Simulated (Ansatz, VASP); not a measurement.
# Ni: VASP beside Ansatz

The input INCAR:

```
SYSTEM = Ni
  ALGO = Normal
  EDIFF = 1E-6
  ENCUT = 520
  GGA = RE
  ISIF = 2
  ISMEAR = 1
  LASPH = .TRUE.
  LCHARG = .FALSE.
  LREAL = .FALSE.
  LWAVE = .FALSE.
  NBANDS = 11
  NELM = 60
  PREC = Accurate
  SIGMA = 0.041
```

File KPOINTS:

```
k-points
0
G
  8 8 8
  0 0 0
```

POSCAR

```
Ni
1.0
    0.0000000000      1.7938320000      1.7938320000
    1.7938320000      0.0000000000      1.7938320000
    1.7938320000      1.7938320000      0.0000000000
Ni
1
Direct
    0.0000000000      0.0000000000      0.0000000000
```

Input for Ansatz:

```yaml
crystal:
  lattice:
    - [0.0, 1.793832, 1.793832]
    - [1.793832, 0.0, 1.793832]
    - [1.793832, 1.793832, 0.0]
  atoms:
    - { symbol: Ni, position: [0.0, 0.0, 0.0] }
  symmetry: { tolerance: 0.0003 }
kpoints:
  mp_grid: { grid: [8, 8, 8], shift: [0, 0, 0] }
magnetization:
  spin_polarized: false
scf:
  occupations: { method: cold, width: 0.041 }
  mixing: { preconditioner: local_kerker }
hamiltonian:
  pseudopotentials: { kind: paw }
  xc: revpbe
basis:
  ecutwfc: 420
output:
  forces: true
  stress: true
  eigenvalues: true
```

The cell was built by a generator and needn't be a form met in nature.

Alike in both runs: task single point; functional revPBE; k mesh 8 × 8 × 8; no spin polarisation.

```csv
,VASP,Ansatz
version,VASP 6.6.1,Ansatz 0.2.0
potentials or method,"VASP PAW PBE potentials, release 64 (Ni)",PAW plane waves
plane-wave cutoff (eV),520,420
occupations,"methfessel-paxton of order 1, width 0.041 eV","cold, width 0.041 eV"
valence electrons in the cell,10,18
```

|  | VASP | Ansatz | Ansatz less VASP |
| --- | --- | --- | --- |
| gap on the k mesh at the Fermi level (eV) | none | none | - |
| pressure (GPa) | -7.1 | -7.4 | -0.34 |

A gap of «none» marks a metal or a gap that the smearing closes. The two sets of potentials don't hold the same shells in valence.

Caveats: the k mesh is coarse (spacing up to 0.38 Å⁻¹), so the values aren't converged; the PAW data sets were made with another functional, which shifts forces and pressure a little (VASP); the run has no spin polarisation, though such a crystal can be magnetic. Spin polarisation is off, so any magnetic state and its effect on volume and gap are missing.
